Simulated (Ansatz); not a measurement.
Al$_{2}$Ru: checking dH/dP = V

These are results of DFT r2SCAN, scalar-relativistic, plane waves, PAW (Ansatz), not measurements. Run with 500 eV cutoff, 18×18×18 k-mesh, Gaussian smearing of 0.10 eV, no spin polarisation.

Reference structure (relaxed):

```
CELL_PARAMETERS angstrom
-1.56091 1.56091 4.22249
1.56091 -1.56091 4.22249
1.56091 1.56091 -4.22249
ATOMIC_POSITIONS crystal
Al 0.65909 0.65909 0.00000
Al 0.34091 0.34091 0.00000
Ru 0.00000 0.00000 0.00000
```

Cell and atoms were relaxed at each target pressure within the start's symmetry (I4/mmm), at zero temperature; other phases can be more stable under pressure. H = E + PV with P the target; E is the free energy at the smearing used, whose derivative the pressure is, per atom and counted from zero pressure. The mesh named is that at zero pressure; some other pressures ran on another.

| P (GPa) | V (Å³/atom) | E − E0 (meV) | H − H0 (meV) |
| --- | --- | --- | --- |
| 0 | 13.717 | 0.0 | 0.0 |
| 1 | 13.644 | 0.2 | 85.4 |
| 4 | 13.435 | 3.4 | 338.9 |
| 12 | 12.950 | 27.2 | 997.1 |
| 25 | 12.313 | 99.6 | 2020.9 |
| 50 | 11.413 | 306.1 | 3867.8 |
| 90 | 10.429 | 727.7 | 6586.0 |

Task: Thermodynamics gives dH/dP = V along a relaxed path. Integrate V over P by the trapezoid rule and compare with the computed enthalpies.

Result: With 1 eV/Å³ = 160.22 GPa, each step adds the mean volume times ΔP / 160.22:
| P (GPa) | ∫V dP (meV) | H − H0 (meV) | difference (meV) |
| --- | --- | --- | --- |
| 1 | 85.4 | 85.4 | 0.0 |
| 4 | 338.9 | 338.9 | 0.0 |
| 12 | 997.6 | 997.1 | 0.5 |
| 25 | 2022.5 | 2020.9 | 1.7 |
| 50 | 3873.6 | 3867.8 | 5.8 |
| 90 | 6600.1 | 6586.0 | 14.0 |

V(P) curves upward, so the trapezoid rule runs high; integrating a smooth curve through the same points puts that excess at about 13.8 meV at 90 GPa, against the 14.0 meV found.

Task: At 90 GPa, how much of the enthalpy change is stored energy and how much is the PV term?

Result: E rises by 728 meV/atom and PV is 90 × 10.429 / 160.22 = 5858 meV/atom, so PV makes 89 % of ΔH. So between rival structures at high pressure a small difference in volume can outweigh the difference in energy: 1 % of this volume is worth 58.6 meV/atom at this pressure.

Task: What bulk modulus do the lowest pressures give?

Result: From the pressures that the runs reached, -1.00 GPa (13.793 Å³) and 1.00 GPa (13.644 Å³), B = −ΔP/Δln V = 2.00 / 0.0109 = 184 GPa, a mean over that range.